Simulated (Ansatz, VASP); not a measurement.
## MgS: VASP beside Ansatz

INCAR

```
PREC = Accurate ; ENCUT = 520
EDIFF = 1E-6 ; ISMEAR = -1
SIGMA = 0.05 ; LREAL = False
LASPH = True ; NELM = 60
ALGO = Normal ; ISIF = 2
LWAVE = False ; LCHARG = True
GGA = PE ; LELF = True
LVHAR = True ; NBANDS = 11
```

The input KPOINTS:

```
Automatic mesh
0
Gamma
  13 13 13
```

POSCAR

```
MgS
1.0
    0.0000000000      2.8950775382      2.8950775382
    2.8950775382      0.0000000000      2.8950775382
    2.8950775382      2.8950775382      0.0000000000
Mg S
1 1
Direct
    0.0000000000      0.0000000000      0.0000000000
    0.2500000000      0.2500000000      0.2500000000
```

Input for Ansatz:

```yaml
crystal:
  lattice:
    - [0.0, 2.8950775382, 2.8950775382]
    - [2.8950775382, 0.0, 2.8950775382]
    - [2.8950775382, 2.8950775382, 0.0]
  atoms:
    - { symbol: Mg, position: [0.0, 0.0, 0.0] }
    - { symbol: S, position: [0.25, 0.25, 0.25] }
kpoints:
  mp_grid: { grid: [13, 13, 13] }
scf:
  occupations: { method: fermi_dirac, width: 0.05 }
hamiltonian:
  xc: pbe
  pseudopotentials: { kind: all_electron, lapw: { basis_error: 0.0005 } }
output:
  forces: true
  stress: true
  eigenvalues: true
```

Change from the starting cell: volume scaled by 1.05.

Alike in both runs: task single point; functional PBE; k mesh 13 × 13 × 13; occupations fermi-dirac, width 0.05 eV; no spin polarisation.

|  | VASP | Ansatz |
| --- | --- | --- |
| version | VASP 6.6.1 | Ansatz 0.2.0 |
| potentials or method | VASP PAW PBE potentials, release 64 (Mg, S) | all-electron LAPW, scalar-relativistic |
| plane-wave cutoff (eV) | 520 | see its input |

Ansatz gave:

* gap on the k mesh at the Fermi level (eV): 3.13
* pressure (GPa): -2.4

Question: Estimate VASP's values.

Answer: gap on the k mesh at the Fermi level (eV): 3.13; pressure (GPa): -2.6.

Ansatz ran all-electron here, so the differences hold the error of VASP's frozen core and of both bases.

Caveats: an odd mesh through Γ misses points on the zone boundary, where band edges often lie.
